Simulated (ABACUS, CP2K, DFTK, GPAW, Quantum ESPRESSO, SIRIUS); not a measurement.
# Rh: equilibrium volume by level of theory

**What was measured.** The equilibrium volume of Rh (Rhodium) (Fm-3m) is reported as 13.75 Å³/atom at 298.15 K (a printed reference work). The runs below try to reproduce it.

Symmetry: Fm-3m, No. 225, cubic system. Conventional cell: a = 3.796 Å, b = 3.796 Å, c = 3.796 Å, α = 90.00°, β = 90.00°, γ = 90.00°. Around Rh (site symmetry m-3m) lie 12 Rh at 2.68 Å.

```csv
rung,level,program and potentials,cutoff (eV),k mesh,smearing,core time,chip,equilibrium volume (Å³/atom),miss,notes
GGA,B86bPBE,"ABACUS, PseudoDojo NC SR 0.5 PBE standard, plane waves",1211,10 × 10 × 10,fermi-dirac 0.05,49 s,Intel Xeon Platinum 8375C Ice Lake,14.18,+3.1 %,potentials made for PBE; fit through 4 volumes
GGA,PBE,"GPAW, GPAW PAW data sets (gpaw-data 1.2.1)",600,12 × 12 × 12,fermi-dirac 0.05,50 s,Arm Neoverse V2,14.14,+2.8 %,-
GGA + dispersion,PBE+D4,"GPAW, GPAW PAW data sets (gpaw-data 1.2.1)",600,12 × 12 × 12,fermi-dirac 0.05,59 s,Intel Xeon Platinum 8375C Ice Lake,13.68,-0.5 %,-
LDA,LDA,"Quantum ESPRESSO, PseudoDojo 0.4.1 SR LDA standard",1197,12 × 12 × 12,fermi-dirac 0.05,1.8 min,Arm Neoverse V1,13.24,-3.7 %,-
GGA + dispersion,PBEsol+D3(zero damping),"GPAW, PAW data sets generated for this functional",600,12 × 12 × 12,fermi-dirac 0.05,1.9 min,Arm Neoverse N1,13.29,-3.3 %,-
GGA + dispersion,PBE+D3(BJ),"Quantum ESPRESSO, PseudoDojo 0.4.1 SR PBE standard",1197,12 × 12 × 12,fermi-dirac 0.05,2 min,Arm Neoverse V1,13.76,+0.1 %,-
LDA,LDA,"SIRIUS, all-electron FP-LAPW, apw+lo standard",-,12 × 12 × 12,fermi-dirac 0.05,2.2 min,Arm Neoverse V2,13.20,-4.0 %,-
GGA,AM05,"DFTK, PseudoDojo 0.4 stringent (PBEsol)",1197,8 × 8 × 8,fermi-dirac 0.05,3.5 min,Intel Xeon 6975P-C Granite Rapids,13.49,-1.9 %,potentials made for PBEsol
GGA,PBEsol,"DFTK, SPMS 1.0 (PBE)",816,10 × 10 × 10,fermi-dirac 0.05,4.7 min,Intel Xeon Platinum 8375C Ice Lake,13.53,-1.6 %,potentials made for PBE
GGA,PBEsol,"CP2K, POTENTIAL_UZH Rh GTH-PBE-q17; TZVP-MOLOPT-PBE-GTH basis",-,12 × 12 × 12,fermi-dirac 0.1,13 min,Arm Neoverse V1,13.63,-0.9 %,atomic basis; potentials made for PBE
```

Times are single runs on shared hosts and different chips, so they are rough; meshes, cutoffs and the tasks' sizes weigh on the time. Task: equation of state. All rows: no spin polarisation. Smearing widths are in eV. For a metal such meshes aren't converged. Meshes differ between rows, which moves values too. Meshes are those of the run's cell of 1 atom unless a note names another. The cell shown, of 13.67 Å³ an atom, is the runs' start and not the measured value. Misses use the values as printed. Runs on faulty files, with rough fits or with known faults for this quantity aren't shown. No row holds spin-orbit coupling.

By rung: LDA 13.20 to 13.24; GGA 13.49 to 14.18; GGA + dispersion 13.29 to 13.76; GGA in atomic bases 13.63 (Å³/atom). Measured: 13.75 Å³/atom at 298.15 K (a printed reference work). Closest, coarse meshes and atomic bases left aside, is PBE+D3(BJ) (+0.1 %), and PBE misses by +2.8 % on plain settings. The runs are for a static lattice, while measurements hold temperature and zero-point motion.
